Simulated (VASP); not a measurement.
# CdTe in VASP: how settings move the PBE single point

The PBE single point of zincblende CdTe, under +3.0 % strain along z alone is repeated with altered inputs. Which of them can be trusted?

Program: VASP 6.6.1. PAW datasets, plane waves. Spin-unpolarised throughout; all numbers are computed.

## 1. The structure to begin with

The cell comes from an earlier relaxation with r2SCAN in another program, then strained, with the atoms relaxed again.

Space group I-4m2 (No. 119), tetragonal; conventional cell a = 4.639 Å, c = 6.757 Å, 36.34 Å³ an atom. Cd has 4 Te at 2.87 Å; Te has 4 Cd at 2.87 Å.

Structure file:

```
CELL_PARAMETERS angstrom
0.00000 3.27996 3.37835
3.27996 0.00000 3.37835
3.27996 3.27996 0.00000
ATOMIC_POSITIONS crystal
Cd 0.00000 0.00000 0.00000
Te 0.25000 0.25000 0.25000
```

## 2. Baseline

INCAR reads:

```
ENCUT = 520.000000
SIGMA = 0.020000
EDIFF = 1.00e-07
GGA = PE
PREC = Accurate
IBRION = -1
ISIF = 2
ISMEAR = -1
NBANDS = 16
NELM = 120
NSW = 0
LASPH = .TRUE.
LCHARG = .FALSE.
LWAVE = .FALSE.
LREAL = .FALSE.
```

KPOINTS reads:

```
KPOINTS created by Atomic Simulation Environment
0
Gamma
6 6 6
0 0 0
```

POSCAR reads:

```
Cd Te
 1.0000000000000000
     0.0000000000000000    3.2799551162000000    3.3783537696999999
     3.2799551162000000    0.0000000000000000    3.3783537696999999
     3.2799551162000000    3.2799551162000000    0.0000000000000000
 Cd  Te
   1   1
Cartesian
  0.0000000000000000  0.0000000000000000  0.0000000000000000
  1.6399775581000000  1.6399775581000000  1.6891768848500004
```

A file KPOINTS_OPT adds named points for the levels; it doesn't enter the self-consistent loop.

Potentials: the recommended PBE PAW datasets, 18 valence electrons.

Command:

```console
$ mpirun -np 1 vasp_std
```

## 3. Try 1

INCAR reads:

```
ENCUT = 520.000000
EDIFF = 1.00e-07
GGA = PE
PREC = Accurate
IBRION = -1
ISIF = 2
NBANDS = 16
NSW = 0
LASPH = .TRUE.
LCHARG = .FALSE.
LWAVE = .FALSE.
LREAL = .FALSE.
BMIX = 0.5
ISMEAR = -1
SIGMA = 0.3
NELM = 89
```

KPOINTS is that of step 2.

POSCAR is that of step 2.

## 4. Try 2

INCAR reads:

```
ENCUT = 520.000000
SIGMA = 0.020000
EDIFF = 1.00e-07
PREC = Accurate
IBRION = -1
ISIF = 2
ISMEAR = -1
NBANDS = 16
NSW = 0
LASPH = .TRUE.
LCHARG = .FALSE.
LWAVE = .FALSE.
LREAL = .FALSE.
LDAU = .TRUE.
LDAUTYPE = 2
LDAUL = 2 -1
LDAUU = 6.0 0
LDAUJ = 0 0
LMAXMIX = 4
AMIX = 0.8
METAGGA = SCAN
NELM = 51
```

KPOINTS is that of step 2.

POSCAR is that of step 2.

## 5. Try 3

INCAR reads:

```
ENCUT = 520.000000
SIGMA = 0.020000
EDIFF = 1.00e-07
GGA = PE
IBRION = -1
ISIF = 2
ISMEAR = -1
NBANDS = 16
NSW = 0
LASPH = .TRUE.
LCHARG = .FALSE.
LWAVE = .FALSE.
LREAL = .FALSE.
LDAU = .TRUE.
LDAUTYPE = 2
LDAUL = 2 -1
LDAUU = 2.0 0
LDAUJ = 0 0
LMAXMIX = 4
PREC = Normal
NELM = 96
```

KPOINTS is that of step 2.

POSCAR is that of step 2.

## 6. Try 4

INCAR, as its differences from that of step 2:

```diff
@@ -9,3 +9,2 @@
 NBANDS = 16
-NELM = 120
 NSW = 0
@@ -15 +14,3 @@
 LREAL = .FALSE.
+NELM = 66
+ICHARG = 12
```

KPOINTS is that of step 2.

POSCAR is that of step 2.

## 7. Try 5

INCAR, as its differences from that of step 2:

```diff
@@ -14,2 +14,2 @@
 LWAVE = .FALSE.
-LREAL = .FALSE.
+LREAL = .TRUE.
```

KPOINTS is that of step 2.

POSCAR reads:

```
Cd Te
 1.0000000000000000
     0.0000000000000000    3.2799551162000000    3.3455542184999998
     3.2799551162000000    0.0000000000000000    3.3455542184999998
     3.2799551162000000    3.2799551162000000    0.0000000000000000
 Cd  Te
   1   1
Cartesian
  0.0000000000000000  0.0000000000000000  0.0000000000000000
  1.6399775581000000  1.6399775581000000  1.6727771092499999
```

Q: Predict the outcome of this session. Wanted: for each run, changed; ending; energy change; pressure; electronic steps; usable.

**Answer**, as computed:

| run | changed | ending | energy change (meV/atom) | pressure (GPa) | gap on the mesh (eV; negative: overlap) | electronic steps | time | usable |
| --- | --- | --- | --- | --- | --- | --- | --- | --- |
| ref. | – | converged | 0 | 0.0 | 0.54 | 15 | 38 s | yes |
| 1 | BMIX = 0.5, ISMEAR = -1, SIGMA = 0.3, NELM = 89 | converged | 5.3 | 0.1 | 0.54 | 14 | 31 s | no |
| 2 | LDAU = .TRUE., LDAUTYPE = 2, LDAUL = 2 -1, LDAUU = 6.0 0, LDAUJ = 0 0, LMAXMIX = 4, AMIX = 0.8, METAGGA = SCAN, NELM = 51 | converged | – | -1.6 | 1.10 | 18 | 1.9 min | yes |
| 3 | LDAU = .TRUE., LDAUTYPE = 2, LDAUL = 2 -1, LDAUU = 2.0 0, LDAUJ = 0 0, LMAXMIX = 4, PREC = Normal, NELM = 96 | converged | – | 0.0 | 0.62 | 16 | 23 s | yes |
| 4 | ICHARG = 12 | converged | -118.7 | -12.2 | 0.91 | 7 | 18 s | no |
| 5 | LREAL = .TRUE. | converged | 1.9 | 0.3 | 0.58 | 15 | 53 s | no |

Of 5 altered inputs, 3 ended normally on a faulty or unsound input, 2 gave usable results.
